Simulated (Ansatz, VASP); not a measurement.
## One calculation of TaN, two programs

File INCAR:

```
SYSTEM = TaN
PREC = Accurate
ENCUT = 520
EDIFF = 1E-6
ISMEAR = 0
SIGMA = 0.15
LREAL = .False.
LASPH = .True.
NELM = 100
ALGO = Normal
ISIF = 2
LWAVE = .False.
LCHARG = .False.
GGA = PS
NBANDS = 15
```

The input KPOINTS:

```
regular mesh
0
Gamma
  18 18 16
  0 0 0
```

File POSCAR:

```
TaN
1.0
    2.9240351141      0.0000000000      0.0000000000
   -1.4620175570      2.5322886904      0.0000000000
    0.0000000000      0.0000000000      2.9784000000
Ta N
1 1
Direct
    0.3333333333      0.6666666667      0.5000000000
    0.0000000000      0.0000000000      0.0000000000
```

Input for Ansatz:

```yaml
crystal:
  lattice:
    - [2.9240351141, 0.0, 0.0]
    - [-1.462017557, 2.5322886904, 0.0]
    - [0.0, 0.0, 2.9784]
  atoms:
    - { symbol: Ta, position: [0.3333333333, 0.6666666667, 0.5] }
    - { symbol: "N", position: [0.0, 0.0, 0.0] }
basis:
  ecutwfc: 520.0
kpoints:
  mp_grid: { grid: [18, 18, 16] }
hamiltonian:
  xc: pbesol
scf:
  occupations: { method: gaussian, width: 0.15 }
output:
  forces: true
  stress: true
  eigenvalues: true
  write_density: true
  write_potential: true
  elf: true
  volumetric_format: npy
```

Alike in both runs: task single point; functional PBEsol; k mesh 18 × 18 × 16; occupations gaussian, width 0.15 eV; no spin polarisation.

|  | VASP | Ansatz |
| --- | --- | --- |
| version | VASP 6.6.1 | Ansatz 0.2.0 |
| potentials or method | VASP PAW PBE potentials, release 64 (Ta_pv, N) | scalar-relativistic, plane waves, PAW |
| plane-wave cutoff (eV) | 520 | 520 |
| valence electrons in the cell | 16 | 18 |

VASP gave:

```
gap on the k mesh at the Fermi level (eV)       : none
pressure (GPa)                                  : -12.3
largest component of the traceless stress (GPa) : 15.59
```

**Question.** Estimate Ansatz's values.

**Answer.** gap on the k mesh at the Fermi level (eV): none; pressure (GPa): -13.0; largest component of the traceless stress (GPa): 15.70.

A gap of «none» marks a metal or a gap that the smearing closes. The functional is the same, so the differences come from potentials, cutoffs and numerics. The two sets of potentials don't hold the same shells in valence.

Caveats: the PAW data sets were made with another functional, which shifts forces and pressure a little (VASP). The runs have no spin-orbit coupling, so splittings on Ta are missing.
